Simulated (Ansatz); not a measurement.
# A defect in a wire: armchair graphene nanoribbon (N = 7, H edges), N in place of one C

Aim: how much does this defect scatter, and at which energies?

Calculated with Ansatz 0.2.0; DFT PBE, plane waves, PAW; relaxation of a wire's period, in the first sound run; inputs show where later runs differ.

## (1) The structure

The cell holds 18 atoms: 14 C and 4 H. Cell: a = 16.232 Å, b = 7.000 Å, c = 4.260 Å, α = 90.0°, β = 90.0°, γ = 90.0°. Vacuum lies along a and b. The structure's axis is c.

## (2) Relaxation of atoms and period

Band widths follow the bond lengths, so the wire is relaxed first. The atoms and the third cell vector are free; the box across stays fixed as vacuum. A Fermi-Dirac smearing is set since the result may be a metal. The pressure printed is a third of the stress's trace over the whole box, vacuum included; only the stress along the axis is relaxed.

The input, input.yaml:

```yaml
crystal:
  lattice:
    - [16.232, 0.0, 0.0]
    - [0.0, 7.0, 0.0]
    - [0.0, 0.0, 4.26]
  atoms:
    - { symbol: C, position: [0.272711137, 0.5, 0.0] }
    - { symbol: C, position: [0.424233571, 0.5, 0.0] }
    - { symbol: C, position: [0.575756005, 0.5, 0.0] }
    - { symbol: C, position: [0.727278439, 0.5, 0.0] }
    - { symbol: C, position: [0.272711137, 0.5, 0.333333333] }
    - { symbol: C, position: [0.424233571, 0.5, 0.333333333] }
    - { symbol: C, position: [0.575756005, 0.5, 0.333333333] }
    - { symbol: C, position: [0.727278439, 0.5, 0.333333333] }
    - { symbol: H, position: [0.21562346, 0.5, 0.458920188] }
    - { symbol: H, position: [0.784366117, 0.5, 0.458920188] }
    - { symbol: C, position: [0.348472354, 0.5, 0.5] }
    - { symbol: C, position: [0.499994788, 0.5, 0.5] }
    - { symbol: C, position: [0.651517222, 0.5, 0.5] }
    - { symbol: C, position: [0.348472354, 0.5, 0.833333333] }
    - { symbol: C, position: [0.499994788, 0.5, 0.833333333] }
    - { symbol: C, position: [0.651517222, 0.5, 0.833333333] }
    - { symbol: H, position: [0.21562346, 0.5, 0.874413146] }
    - { symbol: H, position: [0.784366117, 0.5, 0.874413146] }
kpoints:
  mp_grid: { grid: [1, 1, 19] }
scf:
  occupations: { method: fermi_dirac, width: 0.05 }
hamiltonian:
  xc: pbe
relax:
  cell: { fix: [a, b, alpha, beta, gamma] }
  max_steps: 60
```

Command:

```bash
> ansatz run input.yaml --threads 4 --pin off --max-ram 16384MiB --backend cpu --events-out ev --progress --plain --runs-dir out
```

Numbers of over 12 decimals in the logs are rounded to 6 here.

Output:

```text
Engine: ansatz 0.2.0, aarch64-unknown-linux-gnu
Pseudopotentials: kind: paw
Pseudopotential: C, paw, valence charge 4, recommended cutoff 420 eV (normal), C.paw.azcp
Pseudopotential: H, paw, valence charge 1, recommended cutoff 420 eV (normal), H.paw.azcp
Functional definition: PBE
  parameter kappa = 0.804
  parameter beta = 0.066725
  exchange = pbe_x(kappa = kappa, mu = beta*pi^2/3)
  correlation = pbe_c(beta = beta)
Crystal: 18 atoms, lattice volume = 484.038 Å³
Basis set: ecut = 420 eV, 9487 PW (Γ), exchange–correlation on 240×96×60 points (8 copies of the dense FFT grid, shifted against one another)
Bands: 48, of which v1, the nominal top of the filled ones, is band 30 counted from 1 (29 counted from 0)
Symmetry: 8 space group operations
Space group: Pmmm (ITA 47), of the structure as read, at distance tolerance 7.9e-5 Å
k-points: 10 of 19
Non-local potential: C, projectors of the file, l = 0: 2, l = 1: 2, l = 2: 1
Non-local potential: H, projectors of the file, l = 0: 2, l = 1: 1
PAW form: soft (Blöchl's): semilocal exchange-correlation on the pseudo side does not see the compensation charge
PAW one-centre angular grid: C, 110 points (default); XC on 64 Gauss nodes
PAW one-centre angular grid: H, 110 points (default); XC on 64 Gauss nodes
Initial density: superposition of atomic densities (neutral atoms: chi_scale 0, normalization atom), corrected by the library's trained network
Initial wavefunctions: pseudopotential atomic-orbital guess
Functional: x = pbe(κ = 0.804, μ = 0.219515), c = pbe(β = 0.066725)
SCF iter   1: F=—  HF=-3576.224013 eV  |F-HF|=—  |Δ(HF+E_count)|=         —  Δρ=2.51e-3  dr2=1.14e-1  ethr=1.77e-3  ⟨swp⟩=8.6  Hψ=2666  notcnv=0  defer=90
preconditioner: auto → Resta (q_TF=auto, 1.927 Å⁻¹)  ε∞=1.9  [insulator: Δε(μ)=1.483 eV  Ē_g=14.134 eV  σ=0.050 eV  W_gap=1.00  n_scr=66 (ndim 8)  ℏωp=13.1 eV  f_vac=0.631  D(μ)=0.00/eV (n_scr^D=0)  ε∞_Penn≈1.9  vacuum switching on, ρ_ref=1.4e-2 e/Å³]
SCF iter   2: F=—  HF=-3576.205329 eV  |F-HF|=—  |Δ(HF+E_count)|=   1.87e-2  Δρ=2.06e-3  dr2=3.91e-2  ethr=1.90e-4  ⟨swp⟩=2.4  Hψ=781  notcnv=0  defer=109
SCF iter   3: F=—  HF=-3576.198997 eV  |F-HF|=—  |Δ(HF+E_count)|=   6.33e-3  Δρ=9.06e-4  dr2=4.69e-3  ethr=6.51e-5  ⟨swp⟩=2.0  Hψ=631  notcnv=0  defer=109
SCF iter   4: F=—  HF=-3576.199480 eV  |F-HF|=—  |Δ(HF+E_count)|=   4.83e-4  Δρ=2.94e-4  dr2=4.41e-4  ethr=7.82e-6  ⟨swp⟩=2.7  Hψ=712  notcnv=0  defer=109
SCF iter   5: F=—  HF=-3576.199823 eV  |F-HF|=—  |Δ(HF+E_count)|=   3.43e-4  Δρ=8.18e-5  dr2=2.83e-5  ethr=7.35e-7  ⟨swp⟩=2.0  Hψ=678  notcnv=0  defer=109
SCF iter   6: F=—  HF=-3576.199915 eV  |F-HF|=—  |Δ(HF+E_count)|=   9.22e-5  Δρ=2.42e-5  dr2=2.10e-6  ethr=4.72e-8  ⟨swp⟩=2.0  Hψ=768  notcnv=0  defer=109
SCF iter   7: F=-3576.199915 eV  HF=-3576.199915 eV  |F-HF|=1.32e-7  |Δ(HF+E_count)|=   5.19e-7  Δρ=5.14e-6  dr2=8.92e-8  ethr=1.67e-10  ⟨swp⟩=3.6  Hψ=1789  notcnv=0
SCF 1 converged in 7 iterations: F = -3576.199915 eV  dr2 = 8.92e-8
  greatest PAW one-centre occupation: 0.674 electrons in one spin orbital (limit 2), on the C atom at site 6 (counted from 0), in its partial waves of l = 0
relax step   1: F+E_penalty+E_count = -3576.19991546 eV  Δ(F+E_penalty+E_count) = +0.000e0 eV  max|allowed force component| = 2.461e0 eV/Å  Δτ_max = 0.0000 Å  P = +0.466 GPa  Ω = 484.038 Å³  fix = [a, b, alpha, beta, gamma]  reactions: a +0.483, b +0.101 GPa  (7 SCF iters, dr2 threshold 1.00e-7 eV, accepted)
Crystal: 18 atoms, lattice volume = 487.941 Å³
Basis set: ecut = 420 eV, 9563 PW (Γ), exchange–correlation on 240×96×60 points (8 copies of the dense FFT grid, shifted against one another)
Initial density: handed on by an earlier stage of this run
Initial wavefunctions: those handed on with the density
iter 1 solved again at ethr=1.38e-4 eV; its pass at ethr=3.10e-3 eV (dr2=8.30e-2 eV) is discarded
SCF iter   1: F=—  HF=-3576.423730 eV  |F-HF|=—  |Δ(HF+E_count)|=         —  Δρ=4.88e-3  dr2=8.76e-2  ethr=1.38e-4  ⟨swp⟩=5.1  Hψ=2053  notcnv=0
preconditioner: auto → Resta (q_TF=auto, 1.924 Å⁻¹)  ε∞=1.9  [insulator: Δε(μ)=1.531 eV  Ē_g=13.807 eV  σ=0.050 eV  W_gap=1.00  n_scr=66 (ndim 8)  ℏωp=13.0 eV  f_vac=0.636  D(μ)=0.00/eV (n_scr^D=0)  ε∞_Penn≈1.9  vacuum switching on, ρ_ref=1.4e-2 e/Å³]
SCF iter   2: F=—  HF=-3576.403805 eV  |F-HF|=—  |Δ(HF+E_count)|=   1.99e-2  Δρ=2.06e-3  dr2=1.45e-2  ethr=1.38e-4  ⟨swp⟩=2.1  Hψ=873  notcnv=0
SCF iter   3: F=—  HF=-3576.402610 eV  |F-HF|=—  |Δ(HF+E_count)|=   1.19e-3  Δρ=9.36e-4  dr2=4.33e-3  ethr=2.41e-5  ⟨swp⟩=2.2  Hψ=758  notcnv=0
SCF iter   4: F=—  HF=-3576.402202 eV  |F-HF|=—  |Δ(HF+E_count)|=   4.08e-4  Δρ=3.11e-4  dr2=3.64e-4  ethr=7.22e-6  ⟨swp⟩=2.3  Hψ=687  notcnv=0
SCF iter   5: F=—  HF=-3576.402300 eV  |F-HF|=—  |Δ(HF+E_count)|=   9.81e-5  Δρ=9.34e-5  dr2=2.88e-5  ethr=6.06e-7  ⟨swp⟩=2.0  Hψ=667  notcnv=0
SCF iter   6: F=-3576.402308 eV  HF=-3576.402307 eV  |F-HF|=6.70e-7  |Δ(HF+E_count)|=   7.05e-6  Δρ=1.99e-5  dr2=1.42e-6  ethr=3.00e-9  ⟨swp⟩=3.6  Hψ=1921  notcnv=0
SCF 2 converged in 6 iterations: F = -3576.402308 eV  dr2 = 1.42e-6
  greatest PAW one-centre occupation: 0.676 electrons in one spin orbital (limit 2), on the C atom at site 7 (counted from 0), in its partial waves of l = 0
relax step   2: F+E_penalty+E_count = -3576.40230768 eV  Δ(F+E_penalty+E_count) = -2.024e-1 eV  max|allowed force component| = 7.561e-1 eV/Å  Δτ_max = 0.0478 Å  P = +0.131 GPa  Ω = 487.941 Å³  energy of the carried Pulay correction = -3.796e-3 eV  fix = [a, b, alpha, beta, gamma]  reactions: a +0.355, b +0.092 GPa  (6 SCF iters, dr2 threshold 1.80e-6 eV, accepted)
Crystal: 18 atoms, lattice volume = 488.432 Å³
Basis set: ecut = 420 eV, 9567 PW (Γ), exchange–correlation on 240×96×60 points (8 copies of the dense FFT grid, shifted against one another)
iter 1 solved again at ethr=1.84e-5 eV; its pass at ethr=3.10e-3 eV (dr2=1.10e-2 eV) is discarded
SCF iter   1: F=—  HF=-3576.422215 eV  |F-HF|=—  |Δ(HF+E_count)|=         —  Δρ=1.77e-3  dr2=1.14e-2  ethr=1.84e-5  ⟨swp⟩=2.9  Hψ=1877  notcnv=0
preconditioner: auto → Resta (q_TF=auto, 1.924 Å⁻¹)  ε∞=1.9  [insulator: Δε(μ)=1.587 eV  Ē_g=13.809 eV  σ=0.050 eV  W_gap=1.00  n_scr=66 (ndim 8)  ℏωp=13.0 eV  f_vac=0.635  D(μ)=0.00/eV (n_scr^D=0)  ε∞_Penn≈1.9  vacuum switching on, ρ_ref=1.4e-2 e/Å³]
SCF iter   2: F=—  HF=-3576.419414 eV  |F-HF|=—  |Δ(HF+E_count)|=   2.80e-3  Δρ=7.49e-4  dr2=2.14e-3  ethr=1.84e-5  ⟨swp⟩=2.0  Hψ=681  notcnv=0
SCF iter   3: F=—  HF=-3576.419141 eV  |F-HF|=—  |Δ(HF+E_count)|=   2.73e-4  Δρ=3.63e-4  dr2=6.81e-4  ethr=3.56e-6  ⟨swp⟩=2.0  Hψ=674  notcnv=0
SCF iter   4: F=—  HF=-3576.419135 eV  |F-HF|=—  |Δ(HF+E_count)|=   6.70e-6  Δρ=9.02e-5  dr2=2.77e-5  ethr=1.14e-6  ⟨swp⟩=2.2  Hψ=667  notcnv=0
SCF iter   5: F=—  HF=-3576.419137 eV  |F-HF|=—  |Δ(HF+E_count)|=   2.11e-6  Δρ=2.81e-5  dr2=3.30e-6  ethr=4.62e-8  ⟨swp⟩=2.0  Hψ=711  notcnv=0
SCF iter   6: F=-3576.419137 eV  HF=-3576.419137 eV  |F-HF|=4.58e-8  |Δ(HF+E_count)|=   2.76e-7  Δρ=7.12e-6  dr2=1.61e-7  ethr=3.00e-9  ⟨swp⟩=5.0  Hψ=1549  notcnv=0
SCF 3 converged in 6 iterations: F = -3576.419137 eV  dr2 = 1.61e-7
  greatest PAW one-centre occupation: 0.678 electrons in one spin orbital (limit 2), on the C atom at site 7 (counted from 0), in its partial waves of l = 0
relax step   3: F+E_penalty+E_count = -3576.41913694 eV  Δ(F+E_penalty+E_count) = -1.683e-2 eV  max|allowed force component| = 5.947e-2 eV/Å  Δτ_max = 0.0148 Å  P = +0.068 GPa  Ω = 488.432 Å³  energy of the carried Pulay correction = -4.272e-3 eV  fix = [a, b, alpha, beta, gamma]  reactions: a -0.023, b +0.090 GPa  (6 SCF iters, dr2 threshold 1.80e-6 eV, accepted)
[...]
relax step   4: F+E_penalty+E_count = -3576.41926852 eV  Δ(F+E_penalty+E_count) = -1.316e-4 eV  max|allowed force component| = 1.197e-2 eV/Å  Δτ_max = 0.0021 Å  P = +0.026 GPa  Ω = 488.586 Å³  energy of the carried Pulay correction = -4.421e-3 eV  fix = [a, b, alpha, beta, gamma]  reactions: a -0.008, b +0.090 GPa  (5 SCF iters, dr2 threshold 2.21e-7 eV, accepted)
[...]
relax step   5: F+E_penalty+E_count = -3576.41928983 eV  Δ(F+E_penalty+E_count) = -2.131e-5 eV  max|allowed force component| = 1.772e-2 eV/Å  Δτ_max = 0.0023 Å  P = +0.042 GPa  Ω = 488.547 Å³  energy of the carried Pulay correction = -4.383e-3 eV  fix = [a, b, alpha, beta, gamma]  (6 SCF iters, dr2 threshold 8.96e-9 eV, rejected (line search))
[...]
relax step   6: F+E_penalty+E_count = -3576.41931179 eV  Δ(F+E_penalty+E_count) = -4.327e-5 eV  max|allowed force component| = 1.086e-3 eV/Å  Δτ_max = 0.0009 Å  P = +0.031 GPa  Ω = 488.563 Å³  energy of the carried Pulay correction = -4.399e-3 eV  fix = [a, b, alpha, beta, gamma]  reactions: a +0.000, b +0.090 GPa  (7 SCF iters, accepted)
Initial wavefunctions: pseudopotential atomic-orbital guess (no wavefunctions were taken with the density)
iter 1 solved again at ethr=3.58e-7 eV; its pass at ethr=3.10e-3 eV (dr2=2.15e-4 eV) is discarded
SCF iter   1: F=—  HF=-3576.423053 eV  |F-HF|=—  |Δ(HF+E_count)|=         —  Δρ=5.28e-5  dr2=1.01e-6  ethr=3.58e-7  ⟨swp⟩=10.8  Hψ=5417  notcnv=0  defer=1
preconditioner: auto → Resta (q_TF=auto, 1.924 Å⁻¹)  ε∞=1.9  [insulator: Δε(μ)=1.572 eV  Ē_g=13.816 eV  σ=0.050 eV  W_gap=1.00  n_scr=66 (ndim 8)  ℏωp=13.0 eV  f_vac=0.635  D(μ)=0.00/eV (n_scr^D=0)  ε∞_Penn≈1.9  vacuum switching on, ρ_ref=1.4e-2 e/Å³]
SCF iter   2: F=—  HF=-3576.423660 eV  |F-HF|=—  |Δ(HF+E_count)|=   6.07e-4  Δρ=2.68e-5  dr2=2.54e-7  ethr=1.69e-9  ⟨swp⟩=3.0  Hψ=894  notcnv=0  defer=2
SCF iter   3: F=—  HF=-3576.423927 eV  |F-HF|=—  |Δ(HF+E_count)|=   2.67e-4  Δρ=3.42e-6  dr2=3.46e-8  ethr=4.23e-10  ⟨swp⟩=2.2  Hψ=796  notcnv=0  defer=2
SCF iter   4: F=—  HF=-3576.423933 eV  |F-HF|=—  |Δ(HF+E_count)|=   5.54e-6  Δρ=8.55e-7  dr2=7.04e-9  ethr=5.77e-11  ⟨swp⟩=2.1  Hψ=654  notcnv=0  defer=2
SCF iter   5: F=—  HF=-3576.423933 eV  |F-HF|=—  |Δ(HF+E_count)|=   2.60e-8  Δρ=5.09e-7  dr2=9.24e-10  ethr=1.17e-11  ⟨swp⟩=2.0  Hψ=575  notcnv=0  defer=2
SCF iter   6: F=-3576.423933 eV  HF=-3576.423933 eV  |F-HF|=4.55e-11  |Δ(HF+E_count)|=   6.22e-9  Δρ=1.42e-7  dr2=9.08e-11  ethr=1.00e-12  ⟨swp⟩=5.0  Hψ=1633  notcnv=0
SCF 7 converged in 6 iterations: F = -3576.423933 eV  dr2 = 9.08e-11
relax step   7: F+E_penalty+E_count = -3576.42393294 eV  Δ(F+E_penalty+E_count) = -4.621e-3 eV  max|allowed force component| = 7.453e-4 eV/Å  Δτ_max = 0.0000 Å  P = +0.042 GPa  Ω = 488.563 Å³  fix = [a, b, alpha, beta, gamma]  reactions: a -0.002, b +0.111 GPa  stress off target by 1.68e-2 GPa on what of the cell is left free  SCF on the basis re-selected at this cell (its energy is not comparable with the rows above)  (6 SCF iters)
basis re-selected at this cell: Δ(F+E_penalty+E_count) = -4.621e-3 eV, ΔP = +0.011 GPa vs the last step (what re-selecting the basis moved, of the pressure what is left beyond the Pulay correction that the steps carried, after the strain that the cell walked since its last selection, with what the two solves' SCF thresholds leave and, on support functions, any second-order correction that the steps lacked; it is no m [...]
SCF converged after 6 iterations
Free energy (F): -3576.423933 eV
Harris-Foulkes:  -3576.423933 eV  (|F-HF|=4.55e-11)
Internal energy: -3576.423933 eV  (E = F + TS)
E sigma→0 (E₀):  -3576.423933 eV
Entropy (-TS):   -0.000000 eV (-0.000 meV/atom)
Fermi energy:    -0.951114 eV
--- Per-component energies (eV) ---
  E_band       = -588.751822
  E_kinetic    = 1323.774203
  E_local      = -11632.444925  (includes V_loc(G=0)·N_el)
  E_nonlocal   = 389.269080
  E_hartree    = 5152.218365
  E_xc         = -706.310606
  E_vxc        = -875.886989  (∫ρ·V_xc dr)
  E_paw        = -1392.964604  (= ΣΔE_a)
  E_vpaw       = -97.894545  (= ΣTr[D̂ρ^β])
  E_aug_tail   = -0.005464  (compensation charges beyond the density's cutoff)
  E_ewald      = 3290.040019
  E_smearing   = -0.000000  (= −TS)
  E_closure    = 0.000000  (closes the sum)
  Σ components = -3576.423933   (vs F -3576.423933, Δ=0.00e0)
--- Forces (eV/Å), atoms counted from 1 ---
  atom   1  C     -0.00053267     0.00000000    -0.00025590
  atom   2  C      0.00019768     0.00000000    -0.00074530
  atom   3  C     -0.00019768    -0.00000000    -0.00074530
  atom   4  C      0.00053267     0.00000000    -0.00025590
  atom   5  C     -0.00053267     0.00000000     0.00025590
  atom   6  C      0.00019768     0.00000000     0.00074530
  atom   7  C     -0.00019768    -0.00000000     0.00074530
  atom   8  C      0.00053267    -0.00000000     0.00025590
  atom   9  H      0.00034847     0.00000000     0.00000937
  atom  10  H     -0.00034847    -0.00000000     0.00000937
  atom  11  C      0.00033608     0.00000000    -0.00018476
  atom  12  C     -0.00000000     0.00000000     0.00036651
  atom  13  C     -0.00033608     0.00000000    -0.00018476
  atom  14  C      0.00033608    -0.00000000     0.00018476
  atom  15  C      0.00000000    -0.00000000    -0.00036651
  atom  16  C     -0.00033608    -0.00000000     0.00018476
  atom  17  H      0.00034847     0.00000000    -0.00000937
  atom  18  H     -0.00034847    -0.00000000    -0.00000937
  max |Σ_I F_I| component: 1.63e-19 eV/Å
--- Stress (GPa, compression-positive) ---
       -0.002142       0.000000      -0.000000
        0.000000       0.111120       0.000000
       -0.000000       0.000000       0.016828
  P = ⅓ Tr σ = 0.0419 GPa (0.419 kbar)
--- Relaxed structure (6 steps of the walk, 5 accepted, 1 SCFs on fresh bases) ---
  F+E_penalty+E_count = -3576.42393294 eV   max|allowed force component| = 7.453e-4 eV/Å   (the final SCF, on the basis selected at the relaxed cell)
  cell:  # Å, volume = 488.5629 Å³
    - [16.232, 0.0, 0.0]
    - [0.0, 7.0, 0.0]
    - [0.0, 0.0, 4.299821]
  atoms:
    - { symbol: C, position: [0.273844, 0.5, 0.00736706] }
    - { symbol: C, position: [0.423836, 0.5, -0.000256725] }
    - { symbol: C, position: [0.576164, 0.5, -0.000256725] }
    - { symbol: C, position: [0.726156, 0.5, 0.00736706] }
    - { symbol: C, position: [0.273844, 0.5, 0.325966] }
    - { symbol: C, position: [0.423836, 0.5, 0.333590] }
    - { symbol: C, position: [0.576164, 0.5, 0.333590] }
    - { symbol: C, position: [0.726156, 0.5, 0.325966] }
    - { symbol: H, position: [0.214811, 0.5, 0.445614] }
    - { symbol: H, position: [0.785189, 0.5, 0.445614] }
    - { symbol: C, position: [0.348110, 0.5, 0.499145] }
    - { symbol: C, position: [0.500000, 0.5, 0.501347] }
    - { symbol: C, position: [0.651890, 0.5, 0.499145] }
    - { symbol: C, position: [0.348110, 0.5, 0.834188] }
    - { symbol: C, position: [0.500000, 0.5, 0.831986] }
    - { symbol: C, position: [0.651890, 0.5, 0.834188] }
    - { symbol: H, position: [0.214811, 0.5, 0.887720] }
    - { symbol: H, position: [0.785189, 0.5, 0.887720] }
```

The job ended after 24 s (4 threads of Arm Neoverse V1, shared host; peak memory 0.96 GiB; 94 s of CPU time).

Relaxation path:

| step | energy less that of the first step (eV) | largest force component (eV/Å) | pressure (GPa) | volume (Å³) |
| --- | --- | --- | --- | --- |
| 1 | 0.0000 | 2.4610 | 0.47 | 484.04 |
| 2 | -0.2024 | 0.7561 | 0.13 | 487.94 |
| 3 | -0.2192 | 0.0595 | 0.07 | 488.43 |
| 4 | -0.2194 | 0.0120 | 0.03 | 488.59 |
| 5 | -0.2194 | 0.0177 | 0.04 | 488.55 |
| 6 | -0.2194 | 0.0011 | 0.03 | 488.56 |
| 7* | -0.2240 | 0.0007 | 0.04 | 488.56 |

Relaxation steps marked * repeat the geometry before them on a plane-wave basis chosen anew for their cell, so energy and pressure can jump there. Relaxation step 5 was tried and not accepted.

The run keeps the 8 symmetry operations that it works with, so distortions that break them were not tested.

| cell as run | before | after | change |
| --- | --- | --- | --- |
| c (Å) | 4.260 | 4.300 | +0.9 % |

The atoms that moved most (Å, along periodic axes as changes of fractional coordinates times the final cell, across vacuum about the mean position):

| atom | dx | dy | dz | length |
| --- | --- | --- | --- | --- |
| H9 | -0.013 | 0.000 | -0.057 | 0.059 |
| H10 | 0.013 | 0.000 | -0.057 | 0.059 |
| H17 | -0.013 | 0.000 | 0.057 | 0.059 |
| H18 | 0.013 | 0.000 | 0.057 | 0.059 |
| C1 | 0.018 | 0.000 | 0.032 | 0.037 |
| C5 | 0.018 | 0.000 | -0.032 | 0.037 |
| C4 | -0.018 | 0.000 | 0.032 | 0.037 |
| C8 | -0.018 | 0.000 | -0.032 | 0.037 |

Numbers from this step:

- cell length along the wire: 4.300 Å

The cell's length comes to 4.300 Å with spin left out.

(Part 1 of 4 ends here.)

[Logs are printed without paths, hosts, clocks, repeated set-up lines and the standing remarks that a program may print on its own settings, such as how far it seeks lower states.]

[Hosts, paths, dates, database ids (printed as entryN), source tags and the programs' standing remarks are cut or masked in the printed files.]
